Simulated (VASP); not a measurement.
Set up this calculation in VASP 6.6.1, as the native input.

```yaml
Task: single point
Functional: PBE
Potentials_or_basis: VASP PAW PBE potentials, release 64 (Rh_pv)
Cutoff: 520 eV
k_mesh: 15 × 15 × 10
Occupations: gaussian, width 0.1 eV
Spin: no spin polarisation
Dipole_correction: no
Further_INCAR_settings: ALGO = Fast; EDIFF = 1e-07; NBANDS = 38
```

The structure of Rh lies in POSCAR:

```
Rh
1.0
    3.7786756041      0.0000000000      0.0000000000
   -1.8893378020      3.2724290658      0.0000000000
    0.0000000000      0.0000000000      5.3452825688
Rh
4
Direct
    0.0000000000      0.0000000000      0.0000000000
    0.0000000000      0.0000000000      0.5000000000
    0.3333333333      0.6666666667      0.7500000000
    0.6666666667      0.3333333333      0.2500000000
```

The cell was built by a generator and needn't be a form met in nature.

These files were run (other wordings do the same):

INCAR

```
SYSTEM = Rh
  PREC = Accurate
  ENCUT = 520
  EDIFF = 1E-7
  ISMEAR = 0
  SIGMA = 0.1
  LREAL = .FALSE.
  LASPH = .TRUE.
  NELM = 100
  ALGO = Fast
  ISIF = 2
  LWAVE = .FALSE.
  LCHARG = .FALSE.
  GGA = PE
  NBANDS = 38
```

KPOINTS

```
regular mesh
0
G
  15 15 10
  0 0 0
```

Potentials or basis: VASP PAW PBE potentials, release 64 (Rh_pv).

Run with:

```sh
$ cat potpaw_PBE.64/Rh_pv/POTCAR > POTCAR
$ mpirun -np 1 vasp_std > vasp.out
```

Results of the run:

- Pressure: 0.1 GPa
- Band gap on the k mesh: none (metal or under the smearing width)

It took 3.5 min on 1 thread of Intel(R) Xeon(R) 6975P-C (Granite Rapids), on a shared host, peak memory 0.37 GiB.
